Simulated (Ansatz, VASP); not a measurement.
SiC (Moissanite 3C) in VASP and in Ansatz

The input INCAR:

```
SYSTEM = SiC
PREC = Accurate
ENCUT = 500
EDIFF = 1E-6
ISMEAR = -1
SIGMA = 0.05
LREAL = .False.
LASPH = .True.
NELM = 60
ALGO = Normal
ISIF = 2
LWAVE = .False.
LCHARG = .False.
GGA = PE
```

File KPOINTS:

```
Automatic mesh
0
Gamma
  10 10 10
  0 0 0
```

File POSCAR:

```
SiC
1.0
    0.0000000000      2.1790000000      2.1790000000
    2.1790000000      0.0000000000      2.1790000000
    2.1790000000      2.1790000000      0.0000000000
Si C
1 1
Direct
    0.0000000000      0.0000000000      0.0000000000
    0.7500000000      0.7500000000      0.7500000000
```

File KPOINTS_OPT:

```
path GXWKGLUWLK,UX
10
line-mode
reciprocal
 0.0000000000  0.0000000000  0.0000000000  G
 0.5000000000  0.0000000000  0.5000000000  X

 0.5000000000  0.0000000000  0.5000000000  X
 0.5000000000  0.2500000000  0.7500000000  W

 0.5000000000  0.2500000000  0.7500000000  W
 0.3750000000  0.3750000000  0.7500000000  K

 0.3750000000  0.3750000000  0.7500000000  K
 0.0000000000  0.0000000000  0.0000000000  G

 0.0000000000  0.0000000000  0.0000000000  G
 0.5000000000  0.5000000000  0.5000000000  L

 0.5000000000  0.5000000000  0.5000000000  L
 0.6250000000  0.2500000000  0.6250000000  U

 0.6250000000  0.2500000000  0.6250000000  U
 0.5000000000  0.2500000000  0.7500000000  W

 0.5000000000  0.2500000000  0.7500000000  W
 0.5000000000  0.5000000000  0.5000000000  L

 0.5000000000  0.5000000000  0.5000000000  L
 0.3750000000  0.3750000000  0.7500000000  K

 0.6250000000  0.2500000000  0.6250000000  U
 0.5000000000  0.0000000000  0.5000000000  X
```

File input.yaml:

```yaml
crystal:
  lattice:
    - [0.0, 2.179, 2.179]
    - [2.179, 0.0, 2.179]
    - [2.179, 2.179, 0.0]
  atoms:
    - { symbol: Si, position: [0.0, 0.0, 0.0] }
    - { symbol: C, position: [0.75, 0.75, 0.75] }
hamiltonian:
  xc: pbe
  pseudopotentials: { kind: paw }
kpoints:
  mp_grid: { grid: [10, 10, 10] }
  band_path:
    path:
      - [[0.0, 0.0, 0.0], [0.5, 0.0, 0.5], [0.5, 0.25, 0.75], [0.375, 0.375, 0.75], [0.0, 0.0, 0.0], [0.5, 0.5, 0.5], [0.625, 0.25, 0.625], [0.5, 0.25, 0.75], [0.5, 0.5, 0.5], [0.375, 0.375, 0.75]]
      - [[0.625, 0.25, 0.625], [0.5, 0.0, 0.5]]
    npoints: 14
scf:
  occupations: { method: fermi_dirac, width: 0.05 }
  n_extra_bands: 6
output:
  forces: true
  stress: true
  eigenvalues: true
  fatbands: false
```

Alike in both runs: task band structure; functional PBE; k mesh 10 × 10 × 10; occupations fermi-dirac, width 0.05 eV; no spin polarisation.

|  | VASP | Ansatz |
| --- | --- | --- |
| version | VASP 6.6.1 | Ansatz 0.2.0 |
| potentials or method | VASP PAW PBE potentials, release 64 (Si, C) | Ansatz PAW |
| plane-wave cutoff (eV) | 500 | 420 |
| valence electrons in the cell | 8 | 8 |

|  | VASP | Ansatz | Ansatz less VASP |
| --- | --- | --- | --- |
| gap on the k mesh at the Fermi level (eV) | 1.36 | 1.36 | +0.002 |
| least direct gap on the mesh (eV) | 4.54 | 4.55 | +0.004 |
| gap along the band path (eV) | 1.36 | 1.36 | +0.003 |
| pressure (GPa) | 3.2 | 3.3 | +0.04 |

PBE gaps usually lie below the measured ones, often by a third to a half.
